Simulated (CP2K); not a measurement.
CoO:

```xyz
2
Lattice="3.1638 0.0000 0.0000 1.5410 2.7631 0.0000 1.5410 0.9050 2.6107" Properties=species:S:1:pos:R:3 pbc="T T T"
Co    6.2394    3.6644    2.6081
O     4.6907    2.7549    1.9607
```

Measurements of this composition are mostly on another form, of space group No. 225.

Base run:

```yaml
Program: CP2K 2026.2
Functional: PBE
Potentials_or_basis: POTENTIAL_UZH Co GTH-PBE-q17, O GTH-PBE-q6; TZVP-MOLOPT-PBE-GTH basis
Density_cutoff: 11565 eV
k_mesh: 10 × 10 × 10
Occupations: fermi-dirac, width 0.05 eV
Spin: collinear spin, ferromagnetic start
Starting_moments: "[2.0, 0.0] μB"
```

Its results: pressure 3.0 GPa; site moments Co +2.57; O +0.33 μB; largest force 0.315 eV/Å.

Question: The run is repeated on the same cell with these changes: functional from PBE to RPBE; occupations from fermi-dirac, width 0.05 eV to gaussian, width 0.1 eV. What comes out?

Answer: Pressure 8.2 GPa; site moments Co +2.58; O +0.31 μB; largest force 0.349 eV/Å.

Caveats: the basis of atomic orbitals isn't converged, which shifts pressures, moduli and gaps; the total moment is fixed, so each spin has its own Fermi level; a cell with one magnetic atom can't hold antiferromagnetic order, which such compounds often take; the potentials were made for another functional, which shifts forces and pressure (some runs).
